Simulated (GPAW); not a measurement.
# GaP (F-43m) in GPAW: notebook

One crystal, GaP, is run at these levels: PBE; tasks: single point.

Program: GPAW 26.7.0. These are calculated values, not measurements. Logs are shortened: lines on timing, memory, paths and dates and some standing lists are left out, and cuts for length are marked. The log counts tension as positive stress, the text compression.

**What was measured.**

“Stacking defects in GaP nanowires: Electronic structure and optical properties”, 2018, arxiv:1810.01194 quotes, for a bulk crystal of GaP at 10 K: band gap 2.34 eV (indirect).

The runs below are set against these values where they give the same quantity.

## Step 1: The structure

It takes space group F-43m (No. 216, cubic). Conventional cell: a = 5.451 Å, b = 5.451 Å, c = 5.451 Å, α = 90.00°, β = 90.00°, γ = 90.00°. Ga (site symmetry -43m) is surrounded by 4 P at 2.36 Å. P (site symmetry -43m) has 4 Ga at 2.36 Å as nearest neighbours.

## Step 2: Single point, PBE

run.py reads:

```python
from ase import Atoms
from ase.dft.bandgap import bandgap
from ase.io import write
from ase.units import GPa
from gpaw import GPAW, PW

atoms = Atoms(['Ga', 'P'],
              cell=[[0.0, 2.72525, 2.72525],
                    [2.72525, 0.0, 2.72525],
                    [2.72525, 2.72525, 0.0]],
              scaled_positions=[[0.0, 0.0, 0.0],
                                [0.75, 0.75, 0.75]],
              pbc=True)

calc = GPAW(mode=PW(600),
            xc='PBE',
            kpts={'size': (8, 8, 8), 'gamma': True},
            occupations={'name': 'methfessel-paxton', 'order': 0, 'width': 0.020999999999999998},
            nbands=11,
            convergence={'density': 1e-05, 'energy': 1e-05},
            maxiter=150,
            txt='gpaw.txt')
atoms.calc = calc
energy = atoms.get_potential_energy()
forces = atoms.get_forces()
stress = atoms.get_stress()
calc.write('gs.gpw')
write('result.traj', atoms)
print(f'Energy: {energy:.6f} eV')
print('Forces (eV/A):')
print(forces.round(4))
print('Stress (GPa):', (stress / GPa).round(3))
print('Fermi level:', round(calc.get_fermi_level(), 4), 'eV')
print(f'Gap: {bandgap(calc)[0]:.4f} eV, direct: {bandgap(calc, direct=True)[0]:.4f} eV')
```

Potentials or basis: GPAW PAW data sets (gpaw-data 1.2.1), pw.

The run is started by

```sh
> OMP_NUM_THREADS=1 python run.py
```

gpaw.txt:

```text
__  _  _
 | _ |_)|_||  |
 |__||  | ||/\| - 26.7.0

Input parameters:
  mode=PW(ecut=600.0),
  convergence={'density': 1e-05, 'energy': 1e-05},
  kpts=MonkhorstPack(size=(8, 8, 8), gamma=True),
  maxiter=150,
  nbands=11,
  occupations=Occupations(name='methfessel-paxton', order=0, width=0.020999999999999998),
  xc=XC(name='PBE')

Diagonalizing LCAO Hamiltonian
Converting LCAO to pw mode

                    P

       Ga

Atoms  # Å, Bohr magnetons
|   | symbol |        x |        y |        z |    initial magnetic moments |
|---|--------|----------|----------|----------|-----------------------------|
| 0 |     Ga | 0.000000 | 0.000000 | 0.000000 | ( 0.0000,  0.0000,  0.0000) |
| 1 |      P | 4.087875 | 4.087875 | 4.087875 | ( 0.0000,  0.0000,  0.0000) |

Unit cell  # Å
| periodic |        x |        y |        z |  lengths |    angles |
|----------|----------|----------|----------|----------|-----------|
|      yes | 0.000000 | 2.725250 | 2.725250 | 3.854086 | 60.000000 |
|      yes | 2.725250 | 0.000000 | 2.725250 | 3.854086 | 60.000000 |
|      yes | 2.725250 | 2.725250 | 0.000000 | 3.854086 | 60.000000 |

Number of symmetries: 24
Symmetry operations  # r_c * U_cc + t_c -> r_c
|    | kind |            matrix            |
|----|------|------------------------------|
|  0 |  E   |  1, 0, 0,  0, 1, 0,  0, 0, 1 |
|  1 |  σ   |  1, 0, 0,  0, 0, 1,  0, 1, 0 |
|  2 |  σ   |  1, 0,-1,  0, 1,-1,  0, 0,-1 |
|  3 |  C3  |  1, 0,-1,  0, 0,-1,  0, 1,-1 |
|  4 |  C3  |  1,-1, 0,  0,-1, 1,  0,-1, 0 |
|  5 |  σ   |  1,-1, 0,  0,-1, 0,  0,-1, 1 |
|  6 |  σ   |  0, 1, 0,  1, 0, 0,  0, 0, 1 |
|  7 |  C3  |  0, 1, 0,  0, 0, 1,  1, 0, 0 |
|  8 |  C2  |  0, 1,-1,  1, 0,-1,  0, 0,-1 |
|  9 |  S4  |  0, 1,-1,  0, 0,-1,  1, 0,-1 |
| 10 |  C3  |  0, 0, 1,  1, 0, 0,  0, 1, 0 |
| 11 |  σ   |  0, 0, 1,  0, 1, 0,  1, 0, 0 |
| 12 |  S4  |  0, 0,-1,  1, 0,-1,  0, 1,-1 |
| 13 |  C3  |  0, 0,-1,  0, 1,-1,  1, 0,-1 |
| 14 |  S4  |  0,-1, 1,  1,-1, 0,  0,-1, 0 |
| 15 |  C2  |  0,-1, 1,  0,-1, 0,  1,-1, 0 |
| 16 |  C3  |  0,-1, 0,  1,-1, 0,  0,-1, 1 |
| 17 |  S4  |  0,-1, 0,  0,-1, 1,  1,-1, 0 |
| 18 |  S4  | -1, 1, 0, -1, 0, 1, -1, 0, 0 |
| 19 |  C3  | -1, 1, 0, -1, 0, 0, -1, 0, 1 |
| 20 |  C3  | -1, 0, 1, -1, 1, 0, -1, 0, 0 |
| 21 |  S4  | -1, 0, 1, -1, 0, 0, -1, 1, 0 |
| 22 |  σ   | -1, 0, 0, -1, 1, 0, -1, 0, 1 |
| 23 |  C2  | -1, 0, 0, -1, 0, 1, -1, 1, 0 |

BZ-sampling:
  Number of BZ points: 512
  Number of IBZ points: 29

  Monkhorst-Pack size: [8, 8, 8]
  Monkhorst-Pack shift: [0.0625, 0.0625, 0.0625]

K-points  # in reciprocal-cell coordinates
|     |                                coordinates |     weight |
|-----|--------------------------------------------|------------|
|   0 | (  0.00000000,   0.00000000,   0.00000000) | 0.00195312 |
|   1 | (  0.12500000,   0.12500000,   0.00000000) | 0.01171875 |
|   2 | (  0.12500000,   0.12500000,   0.12500000) | 0.01562500 |
|   3 | (  0.25000000,   0.12500000,   0.12500000) | 0.02343750 |
|   4 | (  0.25000000,   0.25000000,   0.00000000) | 0.01171875 |
|   5 | (  0.25000000,   0.25000000,   0.12500000) | 0.04687500 |
|   6 | (  0.25000000,   0.25000000,   0.25000000) | 0.01562500 |
|   7 | (  0.37500000,   0.25000000,  -0.37500000) | 0.04687500 |
|   8 | (  0.37500000,   0.25000000,   0.12500000) | 0.04687500 |
|   9 | (  0.37500000,   0.25000000,   0.25000000) | 0.04687500 |
| ... |                                            |            |
|  28 | (  0.50000000,   0.50000000,   0.50000000) | 0.00781250 |

Plane wave coefficients: 1365
Cutoff: 600.0 eV

Spin-components: 1 (collinear spins)
Bands:           11
Projectors:      10
Spin-degeneracy: 2
Datatype:        complex128

Parallelization:
  kpt:    1
  domain: 1
  band:   1

Density:
  Valence electrons: 8.0
  Components: 1
  Grid points: [24 24 24]
  Charge: 0.0  # |e|

Potential:
  Grid points: [24 24 24]

species:
  Ga:
    name:    Gallium
    Z:       31.0
    valence: 3
    core:    28
    charge:  0.0  # [|e|]
    compensation charges:
      type: gauss
      rc: 0.37  # [Å]
      lmax: 2
    cutoffs:
      filter: 2.06  # [Å]
      core: 4.17  # [Å]
    projectors
    | kind |    occ | energy [eV] | rcut [Å] |
    |------|--------|-------------|----------|
    |   4s |  2.000 |      -8.945 |    1.164 |
    |   4p |  1.000 |      -2.580 |    1.164 |
    |    s |        |      18.266 |    1.164 |
    |    p |        |      24.631 |    1.164 |
    |    d |        |       0.000 |    1.164 |

    Using partial waves for Ga as LCAO basis

  P:
    name:    Phosphorus
    Z:       15.0
    valence: 5
    core:    10
    charge:  0.0  # [|e|]
    compensation charges:
      type: gauss
      rc: 0.30  # [Å]
      lmax: 2
    cutoffs:
      filter: 1.69  # [Å]
      core: 1.81  # [Å]
    projectors
    | kind |    occ | energy [eV] | rcut [Å] |
    |------|--------|-------------|----------|
    |   3s |  2.000 |     -13.968 |    0.953 |
    |   3p |  3.000 |      -5.506 |    0.953 |
    |    s |        |      13.244 |    0.953 |
    |    p |        |      21.705 |    0.953 |
    |    d |        |       0.000 |    0.953 |

    Using partial waves for P as LCAO basis

Reference energy: -62187.585188  # eV

eigensolver:
  PPCG
  Converge bands: occupied
  niter=2

density mixing:
  MSR1-Mixer
  Pratt-step length: 0.05
  Maximum mixing coefficient: 0.75
  Old densities: 10
  SVD Regularization: 0.005
  Good broyden scale: 1.0
  Trust region scale: 1.0
  Backstep threshold: 4.0
  History deletion threshold: 6.0
  Fourier metric: weight=20.0, sigma=0.015

occupation numbers:
  Methfessel-Paxton:
    width: 0.0210  # eV
    order: 0

poisson solver:
  ecut: 4800.0  # eV

xc functional:
  name: PBE with 2 nearest neighbor stencil

convergence criteria:
- Maximum integral of absolute [dens]ity change: 1e-05 electrons / valence electron
- Maximum [total energy] change in last 3 cyles: 1e-05 eV / valence electron
- Maximum integral of absolute [eigenst]ate change: 4e-08 eV^2 / valence electron
maximum number of iterations: 150

SCF iterations
|iter     | |      energy | eigst |  dens |
|---------|-|-------------|-------|-------|
|iter:   1| |   -9.218766 | -0.28 |       |
|iter:   2| |   -9.184672 | -2.34 | -0.84 |
|iter:   3| |   -9.036027 | -1.89 | -0.87 |
|iter:   4| |   -9.037229 | -3.46 | -1.52 |
|iter:   5| |   -9.037524 | -4.34 | -2.05 |
|iter:   6| |   -9.037562 | -5.62 | -2.79 |
|iter:   7| |   -9.037562c| -7.21 | -3.80 |
|iter:   8| |   -9.037562c| -7.58c| -4.36 |
|iter:   9| |   -9.037562c| -8.64c| -5.35c|

Converged in 9 steps
Energy contributions relative to reference atoms: (reference = -62187.585188)

Energy contributions:
  Kinetic:          24.590039
  Coulomb:         -21.584473
  Zero:              0.014661
  External:          0.000000
  Xc:              -12.057789
  Entropy:          -0.000000
  Spinorbit:         0.000000
  ----------------------------
  Free energy:      -9.037562
  Extrapolated:     -9.037562

dipole moment: (-10.829216, -10.829216, -10.829216)  # |e|*Ang

Fermi level: 5.492
Eigenvalues  # (at kpt = [0.000, 0.000, 0.000])
| band index |      eig [eV] | occ [0-2] |
|------------|---------------|-----------|
|          0 |        -7.509 |     2.000 |
|          1 |         4.954 |     2.000 |
|          2 |         4.954 |     2.000 |
|          3 |         4.954 |     2.000 |
|          4 |         6.848 |     0.000 |
|          5 |         8.885 |     0.000 |
|          6 |         8.885 |     0.000 |
|          7 |         8.885 |     0.000 |
|          8 |        13.831 |     0.000 |
|          9 |        14.653 |     0.000 |
|         10 |        14.653 |     0.000 |

Gap: 1.668 eV
Transition (v -> c):
  (s=0, k=0, n=3, [0.00, 0.00, 0.00]) -> (s=0, k=24, n=4, [0.50, 0.50, 0.00])
Direct/indirect transitions are different
Direct gap: 1.895 eV
Transition at: (s=0, k=0, n=3, [0.00, 0.00, 0.00])

Forces  # eV/Ang
|        x |        y |        z |
|----------|----------|----------|
| -0.00000 | -0.00000 | -0.00000 |  # Ga   0
| -0.00000 | -0.00000 |  0.00000 |  # P    1

Stress tensor  # eV/Ang^3
|         x |         y |         z |
|-----------|-----------|-----------|
| -0.028378 |  0.000000 | -0.000000 |
|  0.000000 | -0.028378 |  0.000000 |
| -0.000000 |  0.000000 | -0.028378 |

# Writing to gs.gpw (mode='')
```

stdout:

```text
Energy: -9.037562 eV
Forces (eV/A):
[[-0. -0. -0.]
 [-0. -0.  0.]]
Stress (GPa): [-4.547 -4.547 -4.547  0.    -0.     0.   ]
Fermi level: 5.4917 eV
Gap: 1.6682 eV, direct: 1.8948 eV
```

Run time: 9.9 s. Hardware: 1 thread of Arm Neoverse V1, shared host; peak memory 0.15 GiB.

Results:

```
Free energy            : -9.0376 eV
Pressure               : 4.5 GPa
Band gap on the k mesh : 1.67 eV, indirect (least direct gap 1.89 eV)
```

Levels at points of the mesh, in eV from the valence-band top:
```
           k point  band 1  band 2  band 3  band 4  band 5  band 6  band 7
(0.00, 0.00, 0.00)  -12.46    0.00    0.00    0.00    1.89    3.93    3.93
(0.50, 0.50, 0.00)   -9.66   -6.72   -2.66   -2.66    1.67    1.85   10.64
(0.50, 0.50, 0.50)  -10.54   -6.60   -1.11   -1.11    1.73    4.75    4.75
```

## Step 3: Single point, PBE

run.py reads:

```python
from ase.dft.bandgap import bandgap
from ase.io import read, write
from ase.units import Bohr, GPa
from gpaw import GPAW, PW
from gpaw.elf import elf_from_dft_calculation

atoms = read('GaP.xyz')

calc = GPAW(mode=PW(600),
            xc='PBE',
            kpts={'size': (8, 8, 8), 'gamma': True},
            occupations={'name': 'methfessel-paxton', 'order': 0, 'width': 0.022},
            nbands=11,
            convergence={'density': 1e-05, 'energy': 1e-05},
            maxiter=150,
            txt='gpaw.txt')
atoms.calc = calc
energy = atoms.get_potential_energy()
forces = atoms.get_forces()
stress = atoms.get_stress()
calc.write('gs.gpw')
write('result.traj', atoms)
print(f'Energy: {energy:.6f} eV')
print('Forces (eV/A):')
print(forces.round(4))
print('Stress (GPa):', (stress / GPa).round(3))
print('Fermi level:', round(calc.get_fermi_level(), 4), 'eV')
print(f'Gap: {bandgap(calc)[0]:.4f} eV, direct: {bandgap(calc, direct=True)[0]:.4f} eV')

# fields on the real-space grid
write('density.cube', atoms, data=calc.get_pseudo_density() * Bohr**3)
write('potential.cube', atoms, data=calc.get_electrostatic_potential())
write('elf.cube', atoms, data=elf_from_dft_calculation(calc).data)
```

GaP.xyz reads:

```xyz
2
Lattice="0.0000000000 2.7252500000 2.7252500000 2.7252500000 0.0000000000 2.7252500000 2.7252500000 2.7252500000 0.0000000000" Properties=species:S:1:pos:R:3 pbc="T T T"
Ga     0.0000000000      0.0000000000      0.0000000000
P      4.0878750000      4.0878750000      4.0878750000
```

Potentials or basis: GPAW PAW data sets (gpaw-data 1.2.1), pw.

The run is started by

```sh
> OMP_NUM_THREADS=1 python run.py
```

Wall time 10 s (1 thread of Arm Neoverse V1, shared host); peak memory 0.15 GiB.

Results (log left out):

| Quantity | Value |
| --- | --- |
| Free energy | -9.0376 eV |
| Pressure | 4.5 GPa |
| Band gap on the k mesh | 1.67 eV, indirect (least direct gap 1.89 eV) |

Levels at points of the mesh, in eV from the valence-band top:
| k point | band 1 | band 2 | band 3 | band 4 | band 5 | band 6 | band 7 |
| --- | --- | --- | --- | --- | --- | --- | --- |
| (0.00, 0.00, 0.00) | -12.46 | 0.00 | 0.00 | 0.00 | 1.89 | 3.93 | 3.93 |
| (0.50, 0.50, 0.00) | -9.66 | -6.72 | -2.66 | -2.66 | 1.67 | 1.85 | 10.64 |
| (0.50, 0.50, 0.50) | -10.54 | -6.60 | -1.11 | -1.11 | 1.73 | 4.75 | 4.75 |

## Step 4: Against experiment

Step 2. Measured gap of GaP: 2.34 eV (indirect; 10 K; quoted in “Stacking defects in GaP nanowires: Electronic structure and optical properties”, 2018, arxiv:1810.01194). This calculation gives 1.67 eV (-0.67 eV). Spin-orbit coupling on Ga is left out. The value is that of PBE on a finite k mesh, which can miss the band edges, without temperature or zero-point motion. Semilocal functionals fall short of measured gaps as a rule.

Step 3. A measured gap of GaP is 2.34 eV (indirect; 10 K; quoted in “Stacking defects in GaP nanowires: Electronic structure and optical properties”, 2018, arxiv:1810.01194); the calculated 1.67 eV misses it by -0.67 eV. Spin-orbit coupling on Ga is left out. The value is that of PBE on a finite k mesh, which can miss the band edges, without temperature or zero-point motion. Semilocal functionals fall short of measured gaps as a rule.
